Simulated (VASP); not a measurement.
Wanted: the native input for a VASP 6.6.1 run.

```yaml
Task: relaxation of cell and atoms
Functional: PBEsol
Potentials_or_basis: VASP PAW PBE potentials, release 64 (Ti_sv, Te)
Cutoff: 600 eV
k_mesh: 8 × 8 × 8
Occupations: fermi-dirac, width 0.05 eV
Spin: no spin polarisation
Further_INCAR_settings: ALGO = Fast; EDIFF = 1e-06; IBRION = 2; EDIFFG = -0.02; NSW = 60; ISIF = 3
```

The structure of TiTe lies in POSCAR:

```
TiTe
1.0
    0.0000000000      3.0500668100      3.0500668100
    3.0500668100      0.0000000000      3.0500668100
    3.0500668100      3.0500668100      0.0000000000
Ti Te
1 1
Direct
    0.5000000000      0.5000000000      0.5000000000
    0.0000000000      0.0000000000      0.0000000000
```

The cell comes from a database or a generator and needn't be the stable form of this composition.

One way to write it, as run:

INCAR

```
ALGO = Fast
EDIFF = 1E-6
EDIFFG = -0.02
ENCUT = 600
GGA = PS
IBRION = 2
ISIF = 3
ISMEAR = -1
LASPH = True
LCHARG = False
LREAL = False
LWAVE = False
NELM = 100
NSW = 60
PREC = Accurate
SIGMA = 0.05
```

KPOINTS

```
k-points
0
Gamma
  8 8 8
```

Potentials or basis: VASP PAW PBE potentials, release 64 (Ti_sv, Te).

Run with:

```console
$ cat potpaw_PBE.64/Ti_sv/POTCAR potpaw_PBE.64/Te/POTCAR > POTCAR
$ mpirun -np 1 vasp_std > vasp.out
```

Results of the run:

```
Relaxed volume                         : 21.56 Å³/atom
Relaxed cell                           : a = 3.936 Å, b = 3.936 Å, c = 3.936 Å, α = 60.00°, β = 60.00°, γ = 60.00°
Space group after relaxing (to 0.05 Å) : Fm-3m (No. 225)
Energy gained by relaxing              : 358.9 meV/atom
Ionic steps                            : 3
Pressure after relaxing                : 0.0 GPa
```

Caveat: the volume moved by over 15 % at a fixed basis, so the end points are rough; the PAW data sets were made with another functional, which shifts forces and pressure a little.

Run time: 110 s on 1 thread of Intel(R) Xeon(R) 6975P-C (Granite Rapids), with other jobs on the host, peak memory 0.23 GiB.
